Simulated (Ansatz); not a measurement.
Rows from a G0W0 calculation on SnTe (puckered layers in the stacking of the orthorhombic crystal) (Ansatz 0.2.0; G0W0 on PBE, plane waves, PAW; PAW set soft_1; 4×4×1 mesh, 595 empty bands, screening to 38 eV, PAW set soft_1 files), in eV. Spin-orbit coupling is left out.

| row | k | band | start | Σx | Σc at the solution | Vxc |
| --- | --- | --- | --- | --- | --- | --- |
| A | (-0.500, 0.000, 0.000) | c1 | -3.376 | -9.319 | -2.448 | -12.000 |
| B | Γ | v2 | -4.749 | -15.080 | 1.451 | -13.722 |
| C | (-0.500, 0.000, 0.000) | v1 | -4.518 | -13.338 | 0.472 | -13.020 |
| D | Γ | v1 | -4.712 | -14.948 | 1.424 | -13.593 |
| E | Γ | c2 | -2.600 | -7.179 | -3.118 | -10.551 |
| F | Γ | c1 | -3.561 | -8.109 | -2.671 | -10.922 |

Question: Give the quasiparticle energies and the shift of each level.

The quasiparticle equation reads E = start + Σx + Σc(E) − Vxc.

| row | E (eV) | shift (eV) |
| --- | --- | --- |
| A | -3.142 | +0.234 |
| B | -4.656 | +0.093 |
| C | -4.364 | +0.154 |
| D | -4.644 | +0.069 |
| E | -2.346 | +0.254 |
| F | -3.419 | +0.142 |

Limits: not at the basis limit; coarse mesh for a sheet; no spin-orbit coupling.

[Runs of the session that timed out or met a known fault of the program may be left out.]

[Cells called generated may have been cut or substituted from an entry of the Crystallography Open Database or the Materials Project.]

[Hosts, paths, dates, database ids (printed as entryN), source tags and the programs' standing remarks are cut or masked in the printed files.]
